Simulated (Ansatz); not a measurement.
## Pt under changes of volume

One of the cells (15.904 Å³/atom); the others are scaled copies at fixed shape and fractional positions:

```xyz
1
Lattice="-1.5842 1.5842 1.5842 1.5842 -1.5842 1.5842 1.5842 1.5842 -1.5842" Properties=species:S:1:pos:R:3 pbc="T T T"
Pt    0.0000    0.0000    0.0000
```

This isn't the form of Pt at room conditions, which is fcc.

| Quantity | Value |
| --- | --- |
| Program | Ansatz 0.2.0 |
| Functional | LDA |
| Potentials or basis | all-electron LAPW, scalar-relativistic |
| Cutoff | 277 eV (chosen from the basis error) |
| Basis error allowed | 0.001 eV/atom |
| k mesh | 12 × 12 × 12 |
| Occupations | fermi-dirac, width 0.05 eV |
| Spin | no spin polarisation |

```csv
volume (Å³/atom),energy over the lowest point (meV/atom),pressure (GPa)
14.950,0.00,-0.8
15.268,7.62,-6.6
15.586,26.07,-11.7
15.904,53.97,-16.1
16.222,90.10,-20.0
16.540,133.39,-23.4
16.858,?,?
```

What does the run at 16.858 Å³/atom give?

Energy over the lowest point 182.87 meV/atom; pressure -26.3 GPa.

Worked out: A Birch-Murnaghan fit of order 3 (a polynomial in V^(-2/3)) to the other rows has its minimum at 14.91 Å³/atom, just outside them, with B0 = V·E''(V) = 298 GPa and B' = 5.4. It gives 182.90 meV/atom at 16.858 Å³/atom, against the run's 182.87, and -dE/dV = -26.4 GPa, against -26.3.

Energies are extrapolated to zero smearing.
